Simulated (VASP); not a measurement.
Here is a VASP 6.6.1 calculation.

INCAR

```
SYSTEM = HfO2
  ALGO = Normal
  EDIFF = 1E-6
  ENCUT = 520
  ISIF = 2
  ISMEAR = -1
  LASPH = .TRUE.
  LCHARG = .FALSE.
  LMAXMIX = 4
  LMIXTAU = .TRUE.
  LREAL = .FALSE.
  LWAVE = .FALSE.
  METAGGA = LAK
  NBANDS = 56
  NELM = 80
  PREC = Accurate
  SIGMA = 0.05
```

KPOINTS

```
k-points
0
G
  5 6 5
  0 0 0
```

The input POSCAR:

```
HfO2
1.0
    5.2194633600      0.0000000000      0.0000000000
    0.0000000000      5.0047636900      0.0000000000
    0.0000000000      0.0000000000      5.0326850500
Hf O
4 8
Direct
    0.9669940000      0.7325208200      0.7414403500
    0.5330060000      0.7325208200      0.2414403500
    0.4669940000      0.2674791800      0.7414403500
    0.0330060000      0.2674791800      0.2414403500
    0.6321274500      0.9286454000      0.8792672600
    0.8678725500      0.9286454000      0.3792672600
    0.2339485200      0.5398830500      0.4922923900
    0.2660514800      0.5398830500      0.9922923900
    0.7660514800      0.4601169500      0.9922923900
    0.7339485200      0.4601169500      0.4922923900
    0.1321274500      0.0713546000      0.8792672600
    0.3678725500      0.0713546000      0.3792672600
```

The input KPOINTS_OPT:

```
path GXSYGZURTZ,YT,UX,SR
10
line-mode
reciprocal
 0.0000000000  0.0000000000  0.0000000000  G
 0.0000000000  0.5000000000  0.0000000000  X

 0.0000000000  0.5000000000  0.0000000000  X
 0.0000000000  0.5000000000  0.5000000000  S

 0.0000000000  0.5000000000  0.5000000000  S
 0.0000000000  0.0000000000  0.5000000000  Y

 0.0000000000  0.0000000000  0.5000000000  Y
 0.0000000000  0.0000000000  0.0000000000  G

 0.0000000000  0.0000000000  0.0000000000  G
 0.5000000000  0.0000000000  0.0000000000  Z

 0.5000000000  0.0000000000  0.0000000000  Z
 0.5000000000  0.5000000000  0.0000000000  U

 0.5000000000  0.5000000000  0.0000000000  U
 0.5000000000  0.5000000000  0.5000000000  R

 0.5000000000  0.5000000000  0.5000000000  R
 0.5000000000  0.0000000000  0.5000000000  T

 0.5000000000  0.0000000000  0.5000000000  T
 0.5000000000  0.0000000000  0.0000000000  Z

 0.0000000000  0.0000000000  0.5000000000  Y
 0.5000000000  0.0000000000  0.5000000000  T

 0.5000000000  0.5000000000  0.0000000000  U
 0.0000000000  0.5000000000  0.0000000000  X

 0.0000000000  0.5000000000  0.5000000000  S
 0.5000000000  0.5000000000  0.5000000000  R
```

Potentials or basis: VASP PAW PBE potentials, release 64 (Hf_pv, O).

The run is started by

```sh
$ cat potpaw_PBE.64/Hf_pv/POTCAR potpaw_PBE.64/O/POTCAR > POTCAR
$ mpirun -np 1 vasp_std > vasp.out
```

Q: What does it give for the largest force?

A: 0.124 eV/Å.

Q: What does it give for the band gap on the k mesh?

A: 5.15 eV, indirect (least direct gap 5.37 eV).

Stress tensor (GPa, compression positive):
```
6.08 0.00 0.00
0.00 5.76 0.00
0.00 0.00 6.21
```

Caveat: the PAW data sets were made with another functional, which shifts forces and pressure a little; spin-orbit coupling is left out, which moves the levels of the heavy elements.
